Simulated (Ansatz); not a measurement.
# HfO2 (Fm-3m) in Ansatz: a series of runs

The runs below take HfO2 through single point, equation of state, with LDA.

Everything below comes from runs of Ansatz 0.2.0. Logs are shortened: lines on timing, memory, paths and dates and some standing lists are left out, and cuts for length are marked.

## 1. Starting point

It takes space group Fm-3m (No. 225, cubic). The conventional cell has a = 5.115 Å, b = 5.115 Å, c = 5.115 Å, α = 90.00°, β = 90.00°, γ = 90.00°. Hf (site symmetry m-3m) has 8 O at 2.21 Å as nearest neighbours. O (site symmetry -43m) is surrounded by 4 Hf at 2.21 Å.

Measurements of this composition are mostly on another form, of space group No. 14.

## 2. Single point, LDA, 10.48 Å³/atom (volume scaled by 0.94)

input.yaml

```yaml
crystal:
  lattice:
    - [0.0, 2.505291473, 2.505291473]
    - [2.505291473, 0.0, 2.505291473]
    - [2.505291473, 2.505291473, 0.0]
  atoms:
    - { symbol: Hf, position: [0.0, 0.0, 0.0] }
    - { symbol: O, position: [0.75, 0.75, 0.75] }
    - { symbol: O, position: [0.25, 0.25, 0.25] }
kpoints:
  mp_grid: { grid: [9, 9, 9] }
scf:
  occupations: { method: fermi_dirac, width: 0.05 }
hamiltonian:
  xc: lda
  pseudopotentials: { kind: all_electron, lapw: { basis_error: 0.002 } }
output:
  forces: true
  stress: true
  eigenvalues: true
```

Potentials or basis: all-electron LAPW, scalar-relativistic.

Run with:

```
> ansatz run input.yaml --threads 2 --pin off --max-ram 8192MiB --backend cpu --events-out ev --progress --plain --runs-dir out
```

The program printed:

```text
Warning: RAYON_NUM_THREADS=2 ignored (pool sized by the plan → 2); use --threads N
LAPW: plane waves up to 9.711 Å⁻¹, error target 2.0e-3 eV per atom; small_component_spin mean_spin; O in spheres of 0.928 Å, 8 of its electrons in bands, Dirac shells []; Hf in spheres of 1.242 Å, 42 of its electrons in bands, Dirac shells [] (how accurate: hamiltonian.pseudopotentials.lapw.basis_error, Limitations)
Engine: ansatz 0.2.0, x86_64-unknown-linux-gnu
Pseudopotentials: kind: all_electron
Pseudopotential: Hf, LAPW, valence charge 42, lapw/all_electron/scalar/gaussian/Hf, Koelling and Harmon's equation, gaussian nucleus
Pseudopotential: O, LAPW, valence charge 8, lapw/all_electron/scalar/gaussian/O, Koelling and Harmon's equation, gaussian nucleus
Functional definition: SPW92
  exchange = slater_x
  correlation = pw_c
Crystal: 3 atoms, lattice volume = 31.449 Å³
Basis set: ecut = 359.2995257567259 eV, 531 PW (Γ), exchange–correlation at level 2
Bands: 35, of which v1, the nominal top of the filled ones, is band 29 counted from 1 (28 counted from 0)
Symmetry: 48 space group operations
Space group: Fm-3m (ITA 225), of the structure as read, at distance tolerance 3.2e-5 Å
k-points: 35 of 729
Non-local potential: Hf, projectors of the file, none
Non-local potential: O, projectors of the file, none
Initial density: superposition of atomic densities (chi_scale 0.1, normalization cell, long waves kept (reshape's long-wave potential 0.00 eV rms))
Initial wavefunctions: plane waves of lowest kinetic energy (no species holds an atomic orbital)
Functional: x = slater, c = lda
iter 1 solved again at ethr=1.26e-2 eV; its pass at ethr=1.00e-1 eV (dr2=7.33e0 eV) is discarded
SCF iter   1: F=—  HF=-414088.158980 eV  |F-HF|=—  |Δ(HF+E_count)|=         —  Δρ=1.45e-1  dr2=7.33e0  ethr=1.26e-2  ⟨swp⟩=2.0  Hψ=7574  notcnv=0
preconditioner: auto → none  [insulator: Δε(μ)=6.943 eV  Ē_g=19.711 eV  σ=0.050 eV  W_gap=1.00  n_scr=14 (ndim 8)  ℏωp=39.7 eV  f_vac=0.040  D(μ)=0.00/eV (n_scr^D=0)  ε∞_Penn≈5.1]
SCF iter   2: F=—  HF=-414085.412272 eV  |F-HF|=—  |Δ(HF+E_count)|=    2.75e0  Δρ=6.28e-2  dr2=1.11e0  ethr=1.26e-2  ⟨swp⟩=3.0  Hψ=3705  notcnv=0
SCF iter   3: F=—  HF=-414084.097190 eV  |F-HF|=—  |Δ(HF+E_count)|=    1.32e0  Δρ=2.35e-2  dr2=1.95e-1  ethr=1.91e-3  ⟨swp⟩=3.0  Hψ=4052  notcnv=0
iter 4 solved again at ethr=5.31e-6 eV; its pass at ethr=3.36e-4 eV (dr2=3.08e-3 eV) is discarded
SCF iter   4: F=—  HF=-414084.053445 eV  |F-HF|=—  |Δ(HF+E_count)|=         —  Δρ=3.30e-3  dr2=3.08e-3  ethr=5.31e-6  ⟨swp⟩=2.0  Hψ=6370  notcnv=0
the basis was enlarged: its passes take 166.9 KiB over the memory plan, 2 of 2 planned eigensolver slots
SCF iter   5: F=—  HF=-414084.036127 eV  |F-HF|=—  |Δ(HF+E_count)|=   1.73e-2  Δρ=3.98e-3  dr2=5.98e-3  ethr=5.30e-6  ⟨swp⟩=2.8  Hψ=3713  notcnv=0
SCF iter   6: F=—  HF=-414084.033614 eV  |F-HF|=—  |Δ(HF+E_count)|=   2.51e-3  Δρ=1.61e-3  dr2=9.65e-4  ethr=5.30e-6  ⟨swp⟩=2.0  Hψ=3675  notcnv=0
SCF iter   7: F=—  HF=-414084.033032 eV  |F-HF|=—  |Δ(HF+E_count)|=   5.83e-4  Δρ=7.80e-5  dr2=8.26e-7  ethr=1.66e-6  ⟨swp⟩=2.0  Hψ=3675  notcnv=0
SCF iter   8: F=—  HF=-414084.033033 eV  |F-HF|=—  |Δ(HF+E_count)|=   1.17e-6  Δρ=6.52e-5  dr2=1.70e-6  ethr=1.42e-9  ⟨swp⟩=3.0  Hψ=3831  notcnv=0
SCF iter   9: F=-414084.033032 eV  HF=-414084.033032 eV  |F-HF|=5.12e-9  |Δ(HF+E_count)|=   6.97e-7  Δρ=2.99e-6  dr2=3.66e-9  ethr=1.42e-9  ⟨swp⟩=2.0  Hψ=3675  notcnv=0
SCF 1 converged in 9 iterations: F = -414084.033032 eV  dr2 = 3.66e-9
SCF converged after 9 iterations
Free energy (F): -414084.033032 eV
Harris-Foulkes:  -414084.033032 eV  (|F-HF|=5.12e-9)
Internal energy: -414084.033032 eV  (E = F + TS)
E sigma→0 (E₀):  -414084.033032 eV
Fermi energy:    18.501631 eV
--- Per-component energies (eV) ---
  E_band       = -5814.219640
  E_kinetic    = 460150.451017
  E_xc         = -8612.576048
  E_electrostatic = -865621.908000  (all electrons and nuclei)
  E_smearing   = -0.000000  (= −TS)
  E_closure    = 0.000000  (closes the sum)
  E_atoms      = -414053.704945  (free atoms, spherical and without spin; not in F)
  Σ components = -414084.033032   (vs F -414084.033032, Δ=0.00e0)
  Basis errors (estimates in eV, not in F): energy 7.9e-4 per atom: plane waves 7.1e-4 (4.1e-4 summed), levels above the bands 6.6e-93, relativity 1.1e-8, radial functions 7.7e-5, core shells 2.0e-6; eigenvalues (radial functions only) 4.9e-6; not estimated: angular momenta, meshes, grids; target (lapw.basis_error) 2.0e-3; muffin-tin radii O 0.928 Å, Hf 1.242 Å
--- Forces (eV/Å), atoms counted from 1 ---
  atom   1  Hf     0.00000000    -0.00000000     0.00000000
  atom   2  O      0.00000000    -0.00000000     0.00000000
  atom   3  O      0.00000000    -0.00000000    -0.00000000
  max |Σ_I F_I| component: 2.78e-17 eV/Å
--- Stress (GPa, compression-positive) ---
       -1.438471       0.000000      -0.000000
        0.000000      -1.438471       0.000000
       -0.000000       0.000000      -1.438471
  P = ⅓ Tr σ = -1.4385 GPa (-14.385 kbar)
--- Band table (eV; the first three rows and the last of 35) ---
  k-point 0: bands = ["-483.5219", "-483.5219", "-354.7222", "-354.7222", "-354.7222", "-183.1309", "-183.1309", "-183.1052", "-183.1052", "-183.1052", "-44.1445", "-12.7206", "-12.7206", "-12.7206", "-2.1084", "1.0270", "5.8987", "5.8987", "5.8987", "5.9744", "5.9744", "5.9744", "6.2198", "10.9738", "10.9738", "10.9738", "16.0192", "16.0192", "16.0192", "20.4100", "20.4100", "22.5440", "27.4657", "27.4657", "27.4657"]
  k-point 1: bands = ["-483.5219", "-483.5219", "-354.7222", "-354.7222", "-354.7222", "-183.1309", "-183.1309", "-183.1052", "-183.1052", "-183.1052", "-44.1425", "-12.7874", "-12.7278", "-12.7278", "-1.9228", "0.8964", "5.9019", "5.9019", "5.9020", "5.9687", "5.9687", "5.9745", "6.1709", "11.1041", "11.1041", "11.3577", "15.6398", "15.7628", "15.7628", "20.6759", "20.6759", "23.0377", "26.8228", "27.2251", "27.2251"]
  k-point 2: bands = ["-483.5219", "-483.5219", "-354.7222", "-354.7222", "-354.7222", "-183.1309", "-183.1309", "-183.1052", "-183.1052", "-183.1052", "-44.1373", "-12.9499", "-12.7459", "-12.7459", "-1.4629", "0.6131", "5.9087", "5.9087", "5.9128", "5.9567", "5.9567", "5.9749", "6.0805", "11.4354", "11.4354", "12.2733", "14.8270", "15.2657", "15.2657", "21.1300", "21.1300", "23.7278", "26.0842", "26.7580", "26.7580"]
  k-point 34: bands = ["-483.5219", "-483.5219", "-354.7222", "-354.7222", "-354.7222", "-183.1309", "-183.1309", "-183.1052", "-183.1052", "-183.1052", "-44.1216", "-13.1163", "-13.0362", "-12.8650", "0.0123", "0.0471", "5.9218", "5.9281", "5.9327", "5.9356", "5.9418", "5.9614", "5.9700", "11.0269", "11.4976", "13.6758", "14.1115", "15.2187", "16.2883", "21.3404", "21.7952", "23.9858", "24.1453", "25.2600", "29.2180"]
```

Wall time 7.5 s (2 threads of Intel Xeon Platinum 8375C at 2.90GHz (Ice Lake), shared host); peak memory 0.39 GiB.

Results:

```yaml
Free_energy: -414084.0330 eV
Pressure: -1.4 GPa
Band_gap_on_the_k_mesh: 3.76 eV, indirect (least direct gap 3.89 eV)
```

Caveat: spin-orbit coupling is left out, which moves the levels of the heavy elements; an odd mesh through Γ misses points on the zone boundary, where band edges often lie.

## 3. Single point, LDA, 10.71 Å³/atom (volume scaled by 0.96)

input.yaml, as its differences from that of step 2:

```diff
@@ -2,5 +2,5 @@
   lattice:
-    - [0.0, 2.505291473, 2.505291473]
-    - [2.505291473, 0.0, 2.505291473]
-    - [2.505291473, 2.505291473, 0.0]
+    - [0.0, 2.522934952, 2.522934952]
+    - [2.522934952, 0.0, 2.522934952]
+    - [2.522934952, 2.522934952, 0.0]
   atoms:
```

Potentials or basis: all-electron LAPW, scalar-relativistic.

Run with:

```
> ansatz run input.yaml --threads 2 --pin off --max-ram 8192MiB --backend cpu --events-out ev --progress --plain --runs-dir out
```

Run time: 7.3 s. Hardware: 2 threads of Intel Xeon Platinum 8375C at 2.90GHz (Ice Lake), shared host; peak memory 0.4 GiB.

Results (log left out):

| Quantity | Value |
| --- | --- |
| Free energy | -414084.0151 eV |
| Pressure | -7.0 GPa |
| Band gap on the k mesh | 3.71 eV, indirect (least direct gap 3.84 eV) |

Caveat: spin-orbit coupling is left out, which moves the levels of the heavy elements; an odd mesh through Γ misses points on the zone boundary, where band edges often lie.

## 4. Single point, LDA, 10.93 Å³/atom (volume scaled by 0.98)

input.yaml, as its differences from that of step 3:

```diff
@@ -2,5 +2,5 @@
   lattice:
-    - [0.0, 2.522934952, 2.522934952]
-    - [2.522934952, 0.0, 2.522934952]
-    - [2.522934952, 2.522934952, 0.0]
+    - [0.0, 2.5403350533, 2.5403350533]
+    - [2.5403350533, 0.0, 2.5403350533]
+    - [2.5403350533, 2.5403350533, 0.0]
   atoms:
```

Run with:

```
> ansatz run input.yaml --threads 2 --pin off --max-ram 8192MiB --backend cpu --events-out ev --progress --plain --runs-dir out
```

Wall time 7.7 s (2 threads of Intel Xeon Platinum 8375C at 2.90GHz (Ice Lake), shared host); peak memory 0.39 GiB.

Results (log left out):

```yaml
Free_energy: -414083.9752 eV
Pressure: -12.0 GPa
Band_gap_on_the_k_mesh: 3.66 eV, indirect (least direct gap 3.78 eV)
```

Caveat: spin-orbit coupling is left out, which moves the levels of the heavy elements; an odd mesh through Γ misses points on the zone boundary, where band edges often lie.

## 5. Single point, LDA, 11.15 Å³/atom

input.yaml, as its differences from that of step 4:

```diff
@@ -2,5 +2,5 @@
   lattice:
-    - [0.0, 2.5403350533, 2.5403350533]
-    - [2.5403350533, 0.0, 2.5403350533]
-    - [2.5403350533, 2.5403350533, 0.0]
+    - [0.0, 2.5575, 2.5575]
+    - [2.5575, 0.0, 2.5575]
+    - [2.5575, 2.5575, 0.0]
   atoms:
```

Run with:

```
> ansatz run input.yaml --threads 2 --pin off --max-ram 8192MiB --backend cpu --events-out ev --progress --plain --runs-dir out
```

It took 7.3 s on 2 threads of Intel Xeon Platinum 8375C at 2.90GHz (Ice Lake), shared host; peak memory 0.39 GiB.

The run converged. Its results:

```
Free energy            : -414083.9155 eV
Pressure               : -16.5 GPa
Band gap on the k mesh : 3.61 eV, indirect (least direct gap 3.73 eV)
```

Caveat: spin-orbit coupling is left out, which moves the levels of the heavy elements; an odd mesh through Γ misses points on the zone boundary, where band edges often lie.

## 6. Single point, LDA, 11.38 Å³/atom (volume scaled by 1.02)

input.yaml, as its differences from that of step 5:

```diff
@@ -2,5 +2,5 @@
   lattice:
-    - [0.0, 2.5575, 2.5575]
-    - [2.5575, 0.0, 2.5575]
-    - [2.5575, 2.5575, 0.0]
+    - [0.0, 2.5744375797, 2.5744375797]
+    - [2.5744375797, 0.0, 2.5744375797]
+    - [2.5744375797, 2.5744375797, 0.0]
   atoms:
```

Potentials or basis: all-electron LAPW, scalar-relativistic.

Run with:

```
> ansatz run input.yaml --threads 2 --pin off --max-ram 8192MiB --backend cpu --events-out ev --progress --plain --runs-dir out
```

Wall time 6.7 s (2 threads of Intel Xeon Platinum 8375C at 2.90GHz (Ice Lake), shared host); peak memory 0.39 GiB.

The run converged. Its results:

* Free energy: -414083.8383 eV
* Pressure: -20.5 GPa
* Band gap on the k mesh: 3.56 eV, indirect (least direct gap 3.68 eV)

Caveat: spin-orbit coupling is left out, which moves the levels of the heavy elements; an odd mesh through Γ misses points on the zone boundary, where band edges often lie.

## 7. Single point, LDA, 11.60 Å³/atom (volume scaled by 1.04)

input.yaml, as its differences from that of step 6:

```diff
@@ -2,5 +2,5 @@
   lattice:
-    - [0.0, 2.5744375797, 2.5744375797]
-    - [2.5744375797, 0.0, 2.5744375797]
-    - [2.5744375797, 2.5744375797, 0.0]
+    - [0.0, 2.5911551753, 2.5911551753]
+    - [2.5911551753, 0.0, 2.5911551753]
+    - [2.5911551753, 2.5911551753, 0.0]
   atoms:
```

Run with:

```
> ansatz run input.yaml --threads 2 --pin off --max-ram 8192MiB --backend cpu --events-out ev --progress --plain --runs-dir out
```

Run time: 7.9 s. Hardware: 2 threads of Intel Xeon Platinum 8375C at 2.90GHz (Ice Lake), shared host; peak memory 0.4 GiB.

The run converged. Its results:

```yaml
Free_energy: -414083.7452 eV
Pressure: -24.0 GPa
Band_gap_on_the_k_mesh: 3.51 eV, indirect (least direct gap 3.62 eV)
```

Caveat: spin-orbit coupling is left out, which moves the levels of the heavy elements; an odd mesh through Γ misses points on the zone boundary, where band edges often lie.

## 8. Single point, LDA, 11.82 Å³/atom (volume scaled by 1.06)

input.yaml, as its differences from that of step 7:

```diff
@@ -2,5 +2,5 @@
   lattice:
-    - [0.0, 2.5911551753, 2.5911551753]
-    - [2.5911551753, 0.0, 2.5911551753]
-    - [2.5911551753, 2.5911551753, 0.0]
+    - [0.0, 2.6076597933, 2.6076597933]
+    - [2.6076597933, 0.0, 2.6076597933]
+    - [2.6076597933, 2.6076597933, 0.0]
   atoms:
```

Run with:

```
> ansatz run input.yaml --threads 2 --pin off --max-ram 8192MiB --backend cpu --events-out ev --progress --plain --runs-dir out
```

Run time: 7.2 s. Hardware: 2 threads of Intel Xeon Platinum 8375C at 2.90GHz (Ice Lake), shared host; peak memory 0.39 GiB.

Results (log left out):

```
Free energy            : -414083.6382 eV
Pressure               : -27.2 GPa
Band gap on the k mesh : 3.46 eV, indirect (least direct gap 3.57 eV)
```

Caveat: spin-orbit coupling is left out, which moves the levels of the heavy elements; an odd mesh through Γ misses points on the zone boundary, where band edges often lie.

## 9. Equation of state, LDA

Potentials or basis: all-electron LAPW, scalar-relativistic.

No new run: the results of the series are fitted here.

What came out:

- Equilibrium volume: 10.43 Å³/atom (rough: see the caveat)
- Bulk modulus: 284 GPa (rough)

Energy against volume, from the lowest point:
```
volume (Å³/atom)  energy (meV/atom)
          10.483               0.00
          10.706               5.97
          10.929              19.28
          11.152              39.17
          11.375              64.93
          11.598              95.93
          11.821             131.63
```

Caveat: the minimum lies outside the volumes run. The run has no spin-orbit coupling, so splittings on Hf are missing.

## 10. For comparison

An earlier run on the cell as given: functional PBEsol; potentials or basis all-electron LAPW, scalar-relativistic; cutoff 371 eV (chosen from the basis error); basis error allowed 0.001 eV/atom; k mesh 9 × 9 × 9; occupations fermi-dirac, width 0.05 eV; no spin polarisation.

* Pressure: -10.2 GPa
* Band gap on the k mesh: 3.69 eV, indirect (least direct gap 3.81 eV)
* Loewdin charges: Hf +1.44; O -0.67 e
